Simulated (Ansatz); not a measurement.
## Si under changes of volume

One of the cells (13.979 Å³/atom); the others are scaled copies at fixed shape and fractional positions:

```xyz
1
Lattice="-1.6269 1.6269 1.3203 1.6269 -1.6269 1.3203 1.6269 1.6269 -1.3203" Properties=species:S:1:pos:R:3 pbc="T T T"
Si    0.0000    0.0000    0.0000
```

This isn't the form of Si at room conditions, which is diamond.

```yaml
Program: Ansatz 0.2.0
Functional: PBE0
Potentials_or_basis: Ansatz PAW
Cutoff: "420 eV (not typed: the program's choice for these potentials)"
k_mesh: 8 × 8 × 8
Occupations: fermi-dirac, width 0.05 eV
Spin: no spin polarisation
```

| volume (Å³/atom) | energy over the lowest point (meV/atom) | pressure (GPa) |
| --- | --- | --- |
| 13.140 | 25.78 | 8.1 |
| 13.420 | 12.86 | 6.1 |
| 13.699 | ? | ? |
| 13.979 | 0.37 | 1.2 |
| 14.258 | 0.00 | -0.8 |
| 14.538 | 2.98 | -2.6 |
| 14.818 | 8.90 | -4.2 |

Q: What does the run at 13.699 Å³/atom give?

A: Energy over the lowest point 4.49 meV/atom; pressure 3.5 GPa.

Worked out: A Birch-Murnaghan fit of order 3 (a polynomial in V^(-2/3)) to the other rows has its minimum at 14.15 Å³/atom with B0 = V·E''(V) = 101 GPa and B' = 4.5 at fixed shape and positions, which overstates the stiffness. It gives 4.55 meV/atom at 13.699 Å³/atom, against the run's 4.49, and -dE/dV = 3.5 GPa, against 3.5.

Energies are extrapolated to zero smearing.

Caveats: all runs use coarse meshes; the PAW data sets come from PBE, with cores solved anew for the run's functional, which leaves a small shift of forces and pressure; the thresholds are loose for stress.
